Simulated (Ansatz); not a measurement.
## Ni3Al: changing the pressure

The cell as given:

It takes space group Fm-3m (No. 225, cubic). The conventional cell has a = 5.604 Å, b = 5.604 Å, c = 5.604 Å, α = 90.00°, β = 90.00°, γ = 90.00°. Around Ni (site symmetry -43m) lie 4 Al at 2.43 Å and 4 Ni at 2.43 Å. Ni (site symmetry m-3m) has 8 Ni at 2.43 Å as nearest neighbours. Al (site symmetry m-3m) has 8 Ni at 2.43 Å as nearest neighbours.

The cell comes from a database or a generator and needn't be the stable form of this composition.

Kept alike: task relaxation of cell and atoms; functional PBEsol; k mesh 8 × 8 × 8; occupations fermi-dirac, width 0.05 eV; collinear spin, ferromagnetic start. Program: Ansatz, Ansatz PAW, cutoff 420 eV. The mesh is that of the run's cell of 4 atoms. No spin-orbit coupling.

```tsv
pressure, P (GPa)	volume (Å³/atom)
0	10.959
2	10.850
5	?
10	10.476
20	10.089
30	9.767
```

The relaxations keep at least the cell's symmetry (Fm-3m). For a metal such a mesh leaves the last digits unconverged. The runs follow the start's structure, whether or not it is the stable one at these pressures. The moments vanished: the runs ended non-magnetic. All rows use potentials made for PBE.

Fit the rows shown and predict the run at 5 GPa.

Murnaghan's form V = V0 (1 + B′P/B0)^(-1/B′) through the rows shown has V0 = 10.9577, B0 = 201.4 GPa and B′ = 4.32 (largest miss 0.0017); at P = 5 it gives 10.702 Å³/atom. The run gave: volume 10.703 Å³/atom.
